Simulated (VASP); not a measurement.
Runs of VASP 6.6.1 on In. The structure is tetragonal, space group I4/mmm (No. 139). Conventional cell: a = 3.251 Å, b = 3.251 Å, c = 4.947 Å, α = 90.00°, β = 90.00°, γ = 90.00°. In (site symmetry 4/mmm) is surrounded by 12 In at 3.25 to 3.38 Å. 

```csv
level,potentials or basis,gap on the mesh (eV),pressure (GPa),relaxed volume (Å³/atom)
PBE+D3(BJ),"VASP PAW PBE potentials, release 64 (In_d)",none,0.0,26.11
LDA,"VASP PAW LDA potentials, release 64 (In_d)",none,0.0,24.67
PBEsol,"VASP PAW PBE potentials, release 64 (In_d)",none,0.0,25.60
r2SCAN,"VASP PAW PBE potentials, release 64 (In_d)",none,0.0,(a)
PBE,"VASP PAW PBE potentials, release 64 (In_d)",none,0.0,(b)
```

Alike in all rows: task relaxation of cell and atoms; no spin polarisation; cell relaxed; k mesh 20 × 20 × 20; cutoff (eV) 600; smearing methfessel-paxton 0.1 eV.

Q: Estimate the missing entries.

A: (a) 26.34; (b) 27.51.

Caveats: the PAW data sets were made with another functional, which shifts forces and pressure a little (some runs); pairwise dispersion overbinds metals, which lowers pressure and volume (some runs).

A k mesh can miss the band edges, and the runs leave out spin-orbit coupling on In.

A gap of «none» marks a metal or a gap under the smearing width.

Not every run made on this cell is shown here.
